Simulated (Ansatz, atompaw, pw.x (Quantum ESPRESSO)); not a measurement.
From atom to crystal: PAW (atompaw) potential for W (Z = 74)

```json
{
 "Element": "W",
 "Generator": "atompaw 4.2.0.5",
 "Type": "PAW",
 "Functional": "PBEsol",
 "Relativity": "scalar-relativistic",
 "Frozen core": "[Xe] 4f14",
 "Valence charge": "6",
 "Reference configuration": "5d4 6s1.5 6p0.5",
 "Partial waves": "6s (bound): rc 2.45 bohr; 6s channel at 1.9 Ry: rc 2.45 bohr; 6p (bound): rc 3.00 bohr; 6p channel at 1.4 Ry: rc 3.00 bohr; 5d (bound): rc 3.00 bohr; 5d channel at 0.1 Ry: rc 3.00 bohr",
 "Local potential": "ultrasoft scheme with l = 3 at 0.5 Ry, radius 1.68 bohr",
 "Core correction": "smooth core density matched at 2.00 bohr",
 "Augmentation charge": "besselshape compensation charge, radius 2.60 bohr; PAW radius 3.00 bohr; waves and projectors: custom rrkj gramschmidtortho"
}
```

Atomic tests: cutoffs needed: 10 Ry and 15 Ry (the cutoffs (Ry, on a coarse ladder) from which the occupation-weighted sum of valence levels, in a spherical-Bessel basis at the reference potential, stays within 10 and 1 mRy of its value at 400 Ry); ghost test: no extra level below or beside the all-electron valence levels (s, p, d, f tested) (spherical-Bessel basis up to 400 Ry, 20 bohr box); lowest eigenvalue of the overlap operator: 0.43 (d channel).

Crystal test: fcc W in pw.x 7.5, no spin, 14³ k-points, Fermi–Dirac smearing 0.01 Ry, cutoffs 40/400 Ry. The reference is all-electron LAPW (Ansatz 0.2.0) with the same functional, mesh and smearing; V0 and B0 come from Birch–Murnaghan fits to the pressures at five volumes. Errors are pseudo minus all-electron; Δ is the rms difference of the E(V) curves that follow from these fits, minima aligned, over ±6 % about the mean V0. Mesh and smearing are coarse, so the numbers serve the comparison and aren't converged zero-temperature values; the lattice is a test structure that the element need not adopt.

All-electron: a0 = 4.000 Å (V0 = 16.00 Å³/atom), B0 = 298.8 GPa.

Q: How far does the potential miss the all-electron equation of state?

A: mean pressure error (GPa): +0.43; a0 (Å): 4.002; a0 error (%): +0.04; B0 error (%): +3.3; Δ (meV/atom): 1.6. The largest radius (3.00 bohr) exceeds half the bond length (2.67 bohr), so the spheres overlap, which is one possible source of error among others.

```tsv
V (Å³/atom)	P all-electron (GPa)	P pseudo (GPa)
15.195	17.15	18.21
15.595	8.12	8.80
15.995	0.14	0.52
16.395	-6.90	-6.78
16.795	-13.11	-13.21
```

Q: At the middle volume, how do free energy and pressure move when the wave cutoff is lowered (ecutrho held at 400 Ry)?

A:

| cutoff (Ry) | shift of F (meV/atom) | shift of P (GPa) |
| --- | --- | --- |
| 18 | +17.7 | -0.54 |
| 24 | +8.1 | -0.01 |
| 32 | +3.1 | +0.11 |

Input at the middle volume:

```
&control
  calculation='scf', prefix='x', pseudo_dir='./', outdir='./tmp', tstress=.true., disk_io='none'
/
&system
  ibrav=0, nat=1, ntyp=1, ecutwfc=40, ecutrho=400, nbnd=10,
  occupations='smearing', smearing='fd', degauss=0.01
/
&electrons
  conv_thr=1e-09, mixing_beta=0.4, electron_maxstep=70
/
ATOMIC_SPECIES
W 1.0 W.UPF
CELL_PARAMETERS angstrom
  0.00000000 1.99979164 1.99979164
  1.99979164 0.00000000 1.99979164
  1.99979164 1.99979164 0.00000000
ATOMIC_POSITIONS crystal
W 0.0000 0.0000 0.0000
K_POINTS automatic
14 14 14 0 0 0
```

```bash
pw.x < W.scf.in > W.scf.out
```

Lines of the output:

```
Message from routine setup:
     using ibrav=0 with symmetry is DISCOURAGED, use correct ibrav instead
     lattice parameter (alat)  =       5.3444  a.u.
     unit-cell volume          =     107.9396 (a.u.)^3
     number of electrons       =         6.00
     number of Kohn-Sham states=           10
     kinetic-energy cutoff     =      40.0000  Ry
     charge density cutoff     =     400.0000  Ry
     scf convergence threshold =      1.0E-09
     Exchange-correlation= SLA PW PSX PSC
     number of k points=   104  Fermi-Dirac smearing, width (Ry)=  0.0100
     iteration #  1     ecut=    40.00 Ry     beta= 0.40
     total energy              =    -645.71845457 Ry
     estimated scf accuracy    <       0.02942541 Ry
     iteration #  2     ecut=    40.00 Ry     beta= 0.40
     total energy              =    -645.72223129 Ry
     estimated scf accuracy    <       0.00649718 Ry
     iteration #  3     ecut=    40.00 Ry     beta= 0.40
     total energy              =    -645.72438235 Ry
     estimated scf accuracy    <       0.00060905 Ry
     iteration #  4     ecut=    40.00 Ry     beta= 0.40
     total energy              =    -645.72441841 Ry
     estimated scf accuracy    <       0.00004767 Ry
     iteration #  5     ecut=    40.00 Ry     beta= 0.40
     total energy              =    -645.72443370 Ry
     estimated scf accuracy    <       0.00001568 Ry
     iteration #  6     ecut=    40.00 Ry     beta= 0.40
     total energy              =    -645.72443542 Ry
     estimated scf accuracy    <       0.00000004 Ry
     iteration #  7     ecut=    40.00 Ry     beta= 0.40
     total energy              =    -645.72443546 Ry
     estimated scf accuracy    <          8.9E-09 Ry
     iteration #  8     ecut=    40.00 Ry     beta= 0.40
     the Fermi energy is    14.3613 ev
!    total energy              =    -645.72443546 Ry
     estimated scf accuracy    <          2.3E-10 Ry
     smearing contrib. (-TS)   =      -0.00509433 Ry
     The total energy is F=E-TS. E is the sum of the following terms:
     one-electron contribution =      12.79285488 Ry
     hartree contribution      =       0.34396570 Ry
     xc contribution           =      -9.62438499 Ry
     ewald contribution        =     -21.83811582 Ry
     one-center paw contrib.   =    -627.39366092 Ry
     convergence has been achieved in   8 iterations
          total   stress  (Ry/bohr**3)                   (kbar)     P=        5.18
     Message from routine punch:
     Nothing written, as per user request (disk_io='none')
```

The run at the middle volume (104 k-points, 8 iterations) took about 6.5 s on one core of a shared host (AMD EPYC 9R45 96-Core Processor, 96 threads, 376 GiB, load 78).
